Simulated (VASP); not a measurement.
Wanted: the native input for a VASP 6.6.1 run.

```
Task                   : relaxation of cell and atoms
Functional             : LDA
Potentials or basis    : VASP PAW LDA potentials, release 64 (Pt)
Cutoff                 : 600 eV
k mesh                 : 10 × 10 × 10
Occupations            : fermi-dirac, width 0.05 eV
Spin                   : no spin polarisation
Ladder                 : gaps
Further INCAR settings : ALGO = Normal; EDIFF = 1e-07; IBRION = 2; EDIFFG = -0.01; NSW = 40; ISIF = 3
```

The structure of Pt lies in POSCAR:

```
Pt
1.0
    0.0000000000      1.9609000000      1.9609000000
    1.9609000000      0.0000000000      1.9609000000
    1.9609000000      1.9609000000      0.0000000000
Pt
1
Direct
    0.0000000000      0.0000000000      0.0000000000
```

One way to write it, as run:

INCAR

```
SYSTEM = Pt
PREC = Accurate
ENCUT = 600
EDIFF = 1E-7
ISMEAR = -1
SIGMA = 0.05
LREAL = .FALSE.
LASPH = .TRUE.
NELM = 100
ALGO = Normal
ISIF = 3
LWAVE = .FALSE.
LCHARG = .FALSE.
IBRION = 2
NSW = 40
EDIFFG = -0.01
```

KPOINTS

```
regular mesh
0
G
  10 10 10
  0 0 0
```

Potentials or basis: VASP PAW LDA potentials, release 64 (Pt).

Run with:

```sh
$ cat potpaw_LDA.64/Pt/POTCAR > POTCAR
$ mpirun -np 1 vasp_std > vasp.out
```

Results of the run:

```json
{"Relaxed volume": "14.81 Å³/atom", "Relaxed cell": "a = 2.757 Å, b = 2.757 Å, c = 2.757 Å, α = 60.00°, β = 60.00°, γ = 60.00°", "Space group after relaxing (to 0.05 Å)": "Fm-3m (No. 225)", "Energy gained by relaxing": "4.5 meV/atom", "Ionic steps": "4", "Pressure after relaxing": "0.0 GPa", "Band gap on the k mesh": "none (metal or under the smearing width)"}
```

Wall time 10 s on 1 thread of Intel(R) Xeon(R) Platinum 8488C (Sapphire Rapids), with other jobs on the host, peak memory 0.15 GiB.
